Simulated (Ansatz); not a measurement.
Space group Pnma (No. 62). a = 5.088 Å, b = 3.358 Å, c = 5.528 Å, α = 90.00°, β = 90.00°, γ = 90.00°
```tsv
atom	site	symmetry	x	y	z
Si	4c	.m.	0.3214	0.7500	0.0866
Ni	4c	.m.	0.0093	0.2500	0.1874
```

Equation of state of this SiNi structure (not necessarily the ground state), with shape and atoms relaxed at each volume where symmetry leaves them free. It has no gap at any of these volumes. Method: Ansatz, DFT PBEsol, scalar-relativistic, plane waves, PAW.

Settings: cutoff 420 eV, Γ-centred mesh 8×10×6 on the computed 8-atom cell, Gaussian smearing of 0.10 eV; no spin polarisation.

| V (Å³/atom) | E − E(largest V) (meV/atom) | P (GPa) |
| --- | --- | --- |
| 11.096 | 5.34 | 12.91 |
| 11.450 | -15.42 | 5.98 |
| 11.805 | -21.86 | 0.01 |
| 12.159 | -16.10 | -5.07 |
| 12.513 | 0.00 | -9.35 |

Fit a third-order Birch–Murnaghan equation to E(V).

V0 = 11.80 Å³/atom, B0 = 183 GPa, B0' = 4.4.